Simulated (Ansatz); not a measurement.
# SiO2: the cell at several levels of theory, part 3 of 3

The system is SiO2 (rutile host), a generated structure that needn't be the ground state.

Ansatz 0.2.0, plane waves.

## 4. Relaxation with PBEsol

The cell of step 2 is the starting point.

File input.yaml:

```yaml
crystal:
  lattice:
    - [4.236548798, 0.0, 0.0]
    - [0.0, 4.236548798, 0.0]
    - [0.0, 0.0, 2.6903537129]
  atoms:
    - { symbol: Si, position: [0.5, 0.5, 0.5] }
    - { symbol: Si, position: [0.0, 0.0, 0.0] }
    - { symbol: O, position: [0.1929995018, 0.8070004982, 0.5] }
    - { symbol: O, position: [0.8070004982, 0.1929995018, 0.5] }
    - { symbol: O, position: [0.3070004982, 0.3070004982, 0.0] }
    - { symbol: O, position: [0.6929995018, 0.6929995018, 0.0] }
kpoints:
  mp_grid: { grid: [6, 6, 8] }
hamiltonian:
  xc: pbesol
scf:
  occupations: { method: fermi_dirac, width: 0.02 }
relax:
  f_tol: 0.005
  cell: {}
```

Launch:

```sh
> ansatz run input.yaml --threads 2 --pin off --max-ram 20275MiB --backend cpu --events-out ev --progress --plain --runs-dir out
```

Output:

```text
Engine: ansatz 0.2.0, x86_64-unknown-linux-gnu
Pseudopotentials: kind: paw
Pseudopotential: Si, paw, valence charge 4, recommended cutoff 420 eV (normal), Si.paw.azcp
Pseudopotential: O, paw, valence charge 6, recommended cutoff 420 eV (normal), O.paw.azcp
Functional definition: PBEsol
  exchange = pbesol_x
  correlation = pbesol_c
Crystal: 6 atoms, lattice volume = 48.287 Å³
Basis set: ecut = 420 eV, 961 PW (Γ), exchange–correlation on 60×60×36 points (8 copies of the dense FFT grid, shifted against one another)
Bands: 22, of which v1, the nominal top of the filled ones, is band 16 counted from 1 (15 counted from 0)
Symmetry: 16 space group operations
Space group: P42/mnm (ITA 136), of the structure as read, at distance tolerance 3.6e-5 Å
k-points: 50 of 288
Non-local potential: Si, projectors of the file, l = 0: 2, l = 1: 2, l = 2: 2
Non-local potential: O, projectors of the file, l = 0: 2, l = 1: 2, l = 2: 1
PAW form: soft (Blöchl's): semilocal exchange-correlation on the pseudo side does not see the compensation charge
PAW frozen core: Si, regenerated for the run's functional, and the local potential with it (the file was generated under x = pbe(κ = 0.804, μ = 0.2195149727645171), c = pbe(β = 0.06672455060314922))
PAW frozen core: O, regenerated for the run's functional, and the local potential with it (the file was generated under x = pbe(κ = 0.804, μ = 0.2195149727645171), c = pbe(β = 0.06672455060314922))
PAW one-centre angular grid: Si, 110 points (default); XC on 64 Gauss nodes
PAW one-centre angular grid: O, 110 points (default); XC on 64 Gauss nodes
Initial density: superposition of atomic densities (neutral atoms: chi_scale 0, normalization atom), corrected by the library's trained network
Initial wavefunctions: pseudopotential atomic-orbital guess
Functional: x = pbesol(κ = 0.804, μ = 0.12345679012345678), c = pbesol(β = 0.046)
SCF iter   1: F=—  HF=-3492.818812 eV  |F-HF|=—  |Δ(HF+E_count)|=         —  Δρ=1.47e-2  dr2=7.18e-2  ethr=1.77e-3  ⟨swp⟩=6.3  Hψ=6065  notcnv=0
preconditioner: auto → none  [insulator: Δε(μ)=4.878 eV  Ē_g=18.120 eV  σ=0.020 eV  W_gap=1.00  n_scr=10 (ndim 8)  ℏωp=30.2 eV  f_vac=0.000  D(μ)=0.00/eV (n_scr^D=0)  ε∞_Penn≈3.8]
SCF iter   2: F=—  HF=-3492.797848 eV  |F-HF|=—  |Δ(HF+E_count)|=   2.10e-2  Δρ=4.54e-3  dr2=5.48e-3  ethr=2.24e-4  ⟨swp⟩=2.4  Hψ=2379  notcnv=0  defer=88
SCF iter   3: F=—  HF=-3492.796072 eV  |F-HF|=—  |Δ(HF+E_count)|=   1.78e-3  Δρ=1.16e-3  dr2=2.15e-4  ethr=1.71e-5  ⟨swp⟩=2.0  Hψ=1830  notcnv=0  defer=88
SCF iter   4: F=—  HF=-3492.796085 eV  |F-HF|=—  |Δ(HF+E_count)|=   1.31e-5  Δρ=9.33e-5  dr2=1.45e-6  ethr=6.73e-7  ⟨swp⟩=2.0  Hψ=1812  notcnv=0  defer=88
SCF iter   5: F=—  HF=-3492.796043 eV  |F-HF|=—  |Δ(HF+E_count)|=   4.25e-5  Δρ=2.05e-5  dr2=7.61e-8  ethr=4.53e-9  ⟨swp⟩=2.1  Hψ=1623  notcnv=0  defer=88
SCF iter   6: F=-3492.796043 eV  HF=-3492.796043 eV  |F-HF|=2.85e-10  |Δ(HF+E_count)|=   3.18e-8  Δρ=1.94e-6  dr2=7.34e-10  ethr=2.38e-10  ⟨swp⟩=2.0  Hψ=3904  notcnv=0
SCF 1 converged in 6 iterations: F = -3492.796043 eV  dr2 = 7.34e-10
relax step   1: F+E_penalty+E_count = -3492.79604260 eV  Δ(F+E_penalty+E_count) = +0.000e0 eV  max|allowed force component| = 2.012e-2 eV/Å  Δτ_max = 0.0000 Å  P = -6.588 GPa  Ω = 48.287 Å³  (6 SCF iters, dr2 threshold 1.00e-7 eV, accepted)
Crystal: 6 atoms, lattice volume = 47.807 Å³
Basis set: ecut = 420 eV, 933 PW (Γ), exchange–correlation on 60×60×36 points (8 copies of the dense FFT grid, shifted against one another)
Initial density: handed on by an earlier stage of this run
Initial wavefunctions: those handed on with the density
iter 1 solved again at ethr=7.17e-6 eV; its pass at ethr=3.10e-3 eV (dr2=2.29e-3 eV) is discarded
SCF iter   1: F=—  HF=-3492.815510 eV  |F-HF|=—  |Δ(HF+E_count)|=         —  Δρ=2.36e-3  dr2=2.04e-3  ethr=7.17e-6  ⟨swp⟩=2.2  Hψ=5665  notcnv=0
preconditioner: auto → none  [insulator: Δε(μ)=5.159 eV  Ē_g=18.343 eV  σ=0.020 eV  W_gap=1.00  n_scr=10 (ndim 8)  ℏωp=30.4 eV  f_vac=0.000  D(μ)=0.00/eV (n_scr^D=0)  ε∞_Penn≈3.7]
SCF iter   2: F=—  HF=-3492.814908 eV  |F-HF|=—  |Δ(HF+E_count)|=   6.02e-4  Δρ=8.67e-4  dr2=1.96e-4  ethr=6.38e-6  ⟨swp⟩=2.0  Hψ=2067  notcnv=0
SCF iter   3: F=—  HF=-3492.814805 eV  |F-HF|=—  |Δ(HF+E_count)|=   1.03e-4  Δρ=2.82e-4  dr2=2.38e-5  ethr=6.14e-7  ⟨swp⟩=2.1  Hψ=1672  notcnv=0
SCF iter   4: F=—  HF=-3492.814802 eV  |F-HF|=—  |Δ(HF+E_count)|=   2.67e-6  Δρ=5.38e-5  dr2=7.15e-7  ethr=7.44e-8  ⟨swp⟩=2.1  Hψ=1900  notcnv=0
SCF iter   5: F=-3492.814802 eV  HF=-3492.814802 eV  |F-HF|=4.58e-9  |Δ(HF+E_count)|=   1.45e-7  Δρ=5.63e-6  dr2=7.02e-9  ethr=1.87e-9  ⟨swp⟩=4.0  Hψ=3552  notcnv=0
SCF 2 converged in 5 iterations: F = -3492.814802 eV  dr2 = 7.02e-9
relax step   2: F+E_penalty+E_count = -3492.81480249 eV  Δ(F+E_penalty+E_count) = -1.876e-2 eV  max|allowed force component| = 2.375e-2 eV/Å  Δτ_max = 0.0006 Å  P = -3.666 GPa  Ω = 47.807 Å³  energy of the carried Pulay correction = +3.321e-3 eV  (5 SCF iters, dr2 threshold 6.00e-7 eV, accepted)
Crystal: 6 atoms, lattice volume = 47.167 Å³
Basis set: ecut = 420 eV, 917 PW (Γ), exchange–correlation on 60×60×36 points (8 copies of the dense FFT grid, shifted against one another)
iter 1 solved again at ethr=1.30e-5 eV; its pass at ethr=3.10e-3 eV (dr2=4.17e-3 eV) is discarded
SCF iter   1: F=—  HF=-3492.828102 eV  |F-HF|=—  |Δ(HF+E_count)|=         —  Δρ=3.26e-3  dr2=3.77e-3  ethr=1.30e-5  ⟨swp⟩=2.3  Hψ=5722  notcnv=0
preconditioner: auto → none  [insulator: Δε(μ)=5.369 eV  Ē_g=18.530 eV  σ=0.020 eV  W_gap=1.00  n_scr=10 (ndim 8)  ℏωp=30.6 eV  f_vac=0.000  D(μ)=0.00/eV (n_scr^D=0)  ε∞_Penn≈3.7]
SCF iter   2: F=—  HF=-3492.827009 eV  |F-HF|=—  |Δ(HF+E_count)|=   1.09e-3  Δρ=1.21e-3  dr2=3.64e-4  ethr=1.18e-5  ⟨swp⟩=2.0  Hψ=2050  notcnv=0
SCF iter   3: F=—  HF=-3492.826850 eV  |F-HF|=—  |Δ(HF+E_count)|=   1.59e-4  Δρ=4.24e-4  dr2=4.89e-5  ethr=1.14e-6  ⟨swp⟩=2.0  Hψ=1665  notcnv=0
SCF iter   4: F=—  HF=-3492.826844 eV  |F-HF|=—  |Δ(HF+E_count)|=   5.18e-6  Δρ=8.03e-5  dr2=1.52e-6  ethr=1.53e-7  ⟨swp⟩=2.0  Hψ=1900  notcnv=0
SCF iter   5: F=-3492.826845 eV  HF=-3492.826845 eV  |F-HF|=2.80e-9  |Δ(HF+E_count)|=   2.25e-7  Δρ=7.55e-6  dr2=1.58e-8  ethr=1.87e-9  ⟨swp⟩=4.0  Hψ=3666  notcnv=0
SCF 3 converged in 5 iterations: F = -3492.826845 eV  dr2 = 1.58e-8
relax step   3: F+E_penalty+E_count = -3492.82684467 eV  Δ(F+E_penalty+E_count) = -1.204e-2 eV  max|allowed force component| = 2.922e-2 eV/Å  Δτ_max = 0.0032 Å  P = +0.239 GPa  Ω = 47.167 Å³  energy of the carried Pulay correction = +7.804e-3 eV  (5 SCF iters, dr2 threshold 6.00e-7 eV, accepted)
Crystal: 6 atoms, lattice volume = 47.169 Å³
iter 1 solved again at ethr=3.39e-7 eV; its pass at ethr=3.10e-3 eV (dr2=1.09e-4 eV) is discarded
SCF iter   1: F=—  HF=-3492.827087 eV  |F-HF|=—  |Δ(HF+E_count)|=         —  Δρ=6.01e-4  dr2=1.15e-4  ethr=3.39e-7  ⟨swp⟩=2.4  Hψ=5328  notcnv=0
preconditioner: auto → none  [insulator: Δε(μ)=5.344 eV  Ē_g=18.512 eV  σ=0.020 eV  W_gap=1.00  n_scr=10 (ndim 8)  ℏωp=30.6 eV  f_vac=0.000  D(μ)=0.00/eV (n_scr^D=0)  ε∞_Penn≈3.7]
SCF iter   2: F=—  HF=-3492.826973 eV  |F-HF|=—  |Δ(HF+E_count)|=   1.14e-4  Δρ=2.31e-4  dr2=1.01e-5  ethr=3.39e-7  ⟨swp⟩=2.7  Hψ=1926  notcnv=0
SCF iter   3: F=-3492.826971 eV  HF=-3492.826971 eV  |F-HF|=1.13e-8  |Δ(HF+E_count)|=   2.54e-6  Δρ=5.41e-5  dr2=3.17e-7  ethr=1.87e-9  ⟨swp⟩=3.0  Hψ=4714  notcnv=0
SCF 4 converged in 3 iterations: F = -3492.826971 eV  dr2 = 3.17e-7
relax step   4: F+E_penalty+E_count = -3492.82697092 eV  Δ(F+E_penalty+E_count) = -1.262e-4 eV  max|allowed force component| = 1.157e-2 eV/Å  Δτ_max = 0.0019 Å  P = +0.032 GPa  Ω = 47.169 Å³  energy of the carried Pulay correction = +7.792e-3 eV  (3 SCF iters, dr2 threshold 6.00e-7 eV, accepted)
Crystal: 6 atoms, lattice volume = 47.172 Å³
iter 1 solved again at ethr=9.53e-9 eV; its pass at ethr=3.10e-3 eV (dr2=3.05e-6 eV) is discarded
SCF iter   1: F=—  HF=-3492.827063 eV  |F-HF|=—  |Δ(HF+E_count)|=         —  Δρ=1.42e-4  dr2=4.39e-6  ethr=9.53e-9  ⟨swp⟩=3.1  Hψ=6121  notcnv=0
preconditioner: auto → none  [insulator: Δε(μ)=5.340 eV  Ē_g=18.510 eV  σ=0.020 eV  W_gap=1.00  n_scr=10 (ndim 8)  ℏωp=30.6 eV  f_vac=0.000  D(μ)=0.00/eV (n_scr^D=0)  ε∞_Penn≈3.7]
SCF iter   2: F=—  HF=-3492.826996 eV  |F-HF|=—  |Δ(HF+E_count)|=   6.67e-5  Δρ=5.89e-5  dr2=6.88e-7  ethr=9.53e-9  ⟨swp⟩=2.7  Hψ=2008  notcnv=0
SCF iter   3: F=-3492.826996 eV  HF=-3492.826996 eV  |F-HF|=8.88e-8  |Δ(HF+E_count)|=   1.42e-7  Δρ=2.07e-5  dr2=1.19e-7  ethr=8.87e-10  ⟨swp⟩=4.0  Hψ=3686  notcnv=0
SCF 5 converged in 3 iterations: F = -3492.826996 eV  dr2 = 1.19e-7
relax step   5: F+E_penalty+E_count = -3492.82699623 eV  Δ(F+E_penalty+E_count) = -2.531e-5 eV  max|allowed force component| = 1.457e-4 eV/Å  Δτ_max = 0.0004 Å  P = +0.003 GPa  Ω = 47.172 Å³  energy of the carried Pulay correction = +7.766e-3 eV  (3 SCF iters, dr2 threshold 2.84e-7 eV, accepted)
Initial wavefunctions: pseudopotential atomic-orbital guess (no wavefunctions were taken with the density)
iter 1 solved again at ethr=1.36e-7 eV; its pass at ethr=3.10e-3 eV (dr2=4.35e-5 eV) is discarded
SCF iter   1: F=—  HF=-3492.819958 eV  |F-HF|=—  |Δ(HF+E_count)|=         —  Δρ=2.78e-4  dr2=5.52e-6  ethr=1.36e-7  ⟨swp⟩=3.0  Hψ=9232  notcnv=0
preconditioner: auto → none  [insulator: Δε(μ)=5.339 eV  Ē_g=18.510 eV  σ=0.020 eV  W_gap=1.00  n_scr=10 (ndim 8)  ℏωp=30.6 eV  f_vac=0.000  D(μ)=0.00/eV (n_scr^D=0)  ε∞_Penn≈3.7]
SCF iter   2: F=—  HF=-3492.819895 eV  |F-HF|=—  |Δ(HF+E_count)|=   6.24e-5  Δρ=1.24e-4  dr2=1.30e-6  ethr=1.72e-8  ⟨swp⟩=2.0  Hψ=1750  notcnv=0
SCF iter   3: F=—  HF=-3492.819896 eV  |F-HF|=—  |Δ(HF+E_count)|=   1.13e-6  Δρ=5.00e-5  dr2=1.74e-7  ethr=4.08e-9  ⟨swp⟩=2.5  Hψ=1689  notcnv=0
SCF iter   4: F=—  HF=-3492.819896 eV  |F-HF|=—  |Δ(HF+E_count)|=   1.75e-7  Δρ=3.44e-6  dr2=1.34e-9  ethr=5.43e-10  ⟨swp⟩=2.0  Hψ=1828  notcnv=0
SCF iter   5: F=-3492.819896 eV  HF=-3492.819896 eV  |F-HF|=1.27e-11  |Δ(HF+E_count)|=   1.53e-9  Δρ=3.68e-7  dr2=2.34e-11  ethr=1.00e-12  ⟨swp⟩=3.2  Hψ=4633  notcnv=0
SCF 6 converged in 5 iterations: F = -3492.819896 eV  dr2 = 2.34e-11
relax step   6: F+E_penalty+E_count = -3492.81989648 eV  Δ(F+E_penalty+E_count) = +7.100e-3 eV  max|allowed force component| = 1.826e-4 eV/Å  Δτ_max = 0.0000 Å  P = -0.285 GPa  Ω = 47.172 Å³  stress off target by 2.85e-1 GPa  SCF on the basis re-selected at this cell (its energy is not comparable with the rows above)  (5 SCF iters)
basis re-selected at this cell: Δ(F+E_penalty+E_count) = +7.100e-3 eV, ΔP = -0.288 GPa vs the last step (what re-selecting the basis moved, of the pressure what is left beyond the Pulay correction that the steps carried, after the strain that the cell walked since its last selection, with what the two solves' SCF thresholds leave and, on support functions, any second-order correction that the steps lacked; it is no measure of the basis error at this ecutwfc). This SCF's stress stands 2.85e-1 GPa from its target on what of the cell is left free (relax.cell.stress_tol is 5.00e-2 GPa) and its largest allowed force component is 1.83e-4 eV/Å (relax.f_tol is 5.00e-3 eV/Å): not within both, so this SCF does not close the relaxation
Crystal: 6 atoms, lattice volume = 47.127 Å³
iter 1 solved again at ethr=6.81e-8 eV; its pass at ethr=3.10e-3 eV (dr2=2.18e-5 eV) is discarded
SCF iter   1: F=—  HF=-3492.820330 eV  |F-HF|=—  |Δ(HF+E_count)|=         —  Δρ=2.36e-4  dr2=1.97e-5  ethr=6.81e-8  ⟨swp⟩=2.5  Hψ=5496  notcnv=0
preconditioner: auto → none  [insulator: Δε(μ)=5.355 eV  Ē_g=18.524 eV  σ=0.020 eV  W_gap=1.00  n_scr=10 (ndim 8)  ℏωp=30.6 eV  f_vac=0.000  D(μ)=0.00/eV (n_scr^D=0)  ε∞_Penn≈3.7]
SCF iter   2: F=—  HF=-3492.820258 eV  |F-HF|=—  |Δ(HF+E_count)|=   7.22e-5  Δρ=8.78e-5  dr2=1.94e-6  ethr=6.16e-8  ⟨swp⟩=2.0  Hψ=1746  notcnv=0
SCF iter   3: F=—  HF=-3492.820258 eV  |F-HF|=—  |Δ(HF+E_count)|=   5.17e-7  Δρ=3.05e-5  dr2=2.56e-7  ethr=6.35e-10  ⟨swp⟩=5.0  Hψ=4094  notcnv=0
SCF iter   4: F=-3492.820258 eV  HF=-3492.820258 eV  |F-HF|=4.33e-10  |Δ(HF+E_count)|=   2.87e-8  Δρ=5.93e-6  dr2=8.38e-9  ethr=6.35e-10  ⟨swp⟩=4.0  Hψ=3536  notcnv=0
SCF 7 converged in 4 iterations: F = -3492.820258 eV  dr2 = 8.38e-9
relax step   7: F+E_penalty+E_count = -3492.82025752 eV  Δ(F+E_penalty+E_count) = -3.610e-4 eV  max|allowed force component| = 4.239e-5 eV/Å  Δτ_max = 0.0002 Å  P = -0.005 GPa  Ω = 47.127 Å³  energy of the carried Pulay correction = +3.203e-4 eV  (4 SCF iters, dr2 threshold 2.03e-7 eV, accepted)
iter 1 solved again at ethr=1.62e-7 eV; its pass at ethr=3.10e-3 eV (dr2=5.17e-5 eV) is discarded
SCF iter   1: F=—  HF=-3492.820129 eV  |F-HF|=—  |Δ(HF+E_count)|=         —  Δρ=1.11e-5  dr2=1.49e-8  ethr=1.62e-7  ⟨swp⟩=3.0  Hψ=9222  notcnv=0
eigensolver tolerance schedule: the retry pair's looser diagonalisation over-reported the residual by 3469.19 of it (diagonalisation noise at 0.22 of the residual, at the tolerance the schedule requests for it); recorded, not acted on — ethr = c·dr2/N_el stays at c = 1.0e-1
preconditioner: auto → none  [insulator: Δε(μ)=5.354 eV  Ē_g=18.523 eV  σ=0.020 eV  W_gap=1.00  n_scr=10 (ndim 8)  ℏωp=30.6 eV  f_vac=0.000  D(μ)=0.00/eV (n_scr^D=0)  ε∞_Penn≈3.7]
SCF iter   2: F=—  HF=-3492.820063 eV  |F-HF|=—  |Δ(HF+E_count)|=   6.54e-5  Δρ=5.10e-6  dr2=3.04e-9  ethr=4.65e-11  ⟨swp⟩=2.7  Hψ=2152  notcnv=0
SCF iter   3: F=—  HF=-3492.820063 eV  |F-HF|=—  |Δ(HF+E_count)|=   1.67e-9  Δρ=1.43e-6  dr2=7.13e-10  ethr=9.51e-12  ⟨swp⟩=2.1  Hψ=1710  notcnv=0
SCF iter   4: F=-3492.820063 eV  HF=-3492.820063 eV  |F-HF|=8.19e-12  |Δ(HF+E_count)|=  1.33e-10  Δρ=4.02e-7  dr2=3.00e-11  ethr=1.00e-12  ⟨swp⟩=3.0  Hψ=4599  notcnv=0
SCF 8 converged in 4 iterations: F = -3492.820063 eV  dr2 = 3.00e-11
relax step   8: F+E_penalty+E_count = -3492.82006348 eV  Δ(F+E_penalty+E_count) = +1.940e-4 eV  max|allowed force component| = 4.834e-5 eV/Å  Δτ_max = 0.0000 Å  P = -0.010 GPa  Ω = 47.127 Å³  stress off target by 1.25e-2 GPa  SCF on the basis re-selected at this cell (its energy is not comparable with the rows above)  (4 SCF iters)
basis re-selected at this cell: Δ(F+E_penalty+E_count) = +1.940e-4 eV, ΔP = -0.005 GPa vs the last step (what re-selecting the basis moved, of the pressure what is left beyond the Pulay correction that the steps carried, after the strain that the cell walked since its last selection, with what the two solves' SCF thresholds leave and, on support functions, any second-order correction that the steps lacked; it is no measure of the basis error at this ecutwfc). This SCF's stress stands 1.25e-2 GPa from its target on what of the cell is left free (relax.cell.stress_tol is 5.00e-2 GPa) and its largest allowed force component is 4.83e-5 eV/Å (relax.f_tol is 5.00e-3 eV/Å): within both
SCF converged after 4 iterations
Free energy (F): -3492.820063 eV
Harris-Foulkes:  -3492.820063 eV  (|F-HF|=8.19e-12)
Internal energy: -3492.820063 eV  (E = F + TS)
E sigma→0 (E₀):  -3492.820063 eV
Fermi energy:    12.994593 eV
--- Per-component energies (eV) ---
  E_band       = 58.887811
  E_kinetic    = 810.852289
  E_local      = -1221.441155  (includes V_loc(G=0)·N_el)
  E_nonlocal   = 237.796518
  E_hartree    = 430.406643
  E_xc         = -407.243158
  E_vxc        = -476.856955  (∫ρ·V_xc dr)
  E_paw        = -1610.949767  (= ΣΔE_a)
  E_vpaw       = -152.286461  (= ΣTr[D̂ρ^β])
  E_aug_tail   = 0.010165  (compensation charges beyond the density's cutoff)
  E_ewald      = -1732.455871
  E_core_change = 0.204273  (= ΣΔE_core)
  E_smearing   = -0.000000  (= −TS)
  E_closure    = -0.000000  (closes the sum)
  Σ components = -3492.820063   (vs F -3492.820063, Δ=0.00e0)
--- Forces (eV/Å), atoms counted from 1 ---
  atom   1  Si     0.00000000    -0.00000000     0.00000000
  atom   2  Si     0.00000000    -0.00000000     0.00000000
  atom   3  O      0.00004834    -0.00004834    -0.00000000
  atom   4  O     -0.00004834     0.00004834     0.00000000
  atom   5  O     -0.00004834    -0.00004834     0.00000000
  atom   6  O      0.00004834     0.00004834    -0.00000000
  max |Σ_I F_I| component: 8.67e-19 eV/Å
--- Stress (GPa, compression-positive) ---
       -0.012456      -0.000000       0.000000
       -0.000000      -0.012456      -0.000000
        0.000000      -0.000000      -0.006370
  P = ⅓ Tr σ = -0.0104 GPa (-0.104 kbar)
--- Relaxed structure (6 steps of the walk, 6 accepted, 2 SCFs on fresh bases) ---
  F+E_penalty+E_count = -3492.82006348 eV   max|allowed force component| = 4.834e-5 eV/Å   (the final SCF, on the basis selected at the relaxed cell)
  cell:  # Å, volume = 47.1273 Å³
    - [4.194634033416721, 6.161797992554377e-34, -7.142089498375506e-34]
    - [6.161797992554377e-34, 4.194634033416721, -1.7155005774725252e-34]
    - [-5.958363114406524e-34, -1.089401672952311e-34, 2.6784525726997317]
  atoms:
    - { symbol: Si, position: [0.5, 0.5, 0.5] }
    - { symbol: Si, position: [4.0520091272856667e-20, -3.412218212451099e-20, -3.6787187537424445e-35] }
    - { symbol: O, position: [0.19393843791646959, 0.8060615620835304, 0.5] }
    - { symbol: O, position: [0.8060615620835304, 0.19393843791646959, 0.5] }
    - { symbol: O, position: [0.30606156208353047, 0.30606156208353047, -3.177302916559658e-35] }
    - { symbol: O, position: [0.6939384379164696, 0.6939384379164696, 9.350328925041215e-35] }
```

Wall time 6.7 s (2 threads of AMD EPYC 7R13 (Zen 3), shared host); peak memory 0.37 GiB.

Step by step:

```
step  energy change (meV/atom)  largest force (eV/Å)  pressure (GPa)  volume (Å³/atom)
   1                       0.0                0.0201           -6.59             8.048
   2                      -3.1                0.0238           -3.67             7.968
   3                      -5.1                0.0292            0.24             7.861
   4                      -5.2                0.0116            0.03             7.861
   5                      -5.2                0.0001            0.00             7.862
   6                      -4.0                0.0002           -0.28             7.862
   7                      -4.0                0.0000            0.00             7.855
   8                      -4.0                0.0000           -0.01             7.855
```

Step 6 solves the same cell on a plane-wave basis chosen anew, so the energy can jump there without a move.

The table lists every geometry solved, with passes on a fresh basis, whose energies don't compare exactly with the rows above.

```
                         before     after   change
                a (Å)     4.237     4.195  -0.99 %
                c (Å)     2.690     2.678  -0.44 %
     volume (Å³/atom)     8.048     7.855  -2.40 %
shortest distance (Å)     1.774     1.766  -0.47 %
          space group  P4_2/mnm  P4_2/mnm     same
```

## 5. The cells side by side

This closing draws on all 3 parts.

| level | a (Å) | c (Å) | volume (Å³/atom) | space group | SCF geometries |
| --- | --- | --- | --- | --- | --- |
| PBE | 4.237 | 2.690 | 8.048 | P4_2/mnm | 10 |
| r2SCAN | 4.185 | 2.669 | 7.791 | P4_2/mnm | 8 |
| PBEsol | 4.195 | 2.678 | 7.855 | P4_2/mnm | 8 |

In words: The first relaxation changed the volume by -15.8 % from the start. r2SCAN gives the smallest cell and PBE the largest; they differ by 3.3 % in volume, a mean of 1.1 % in length.
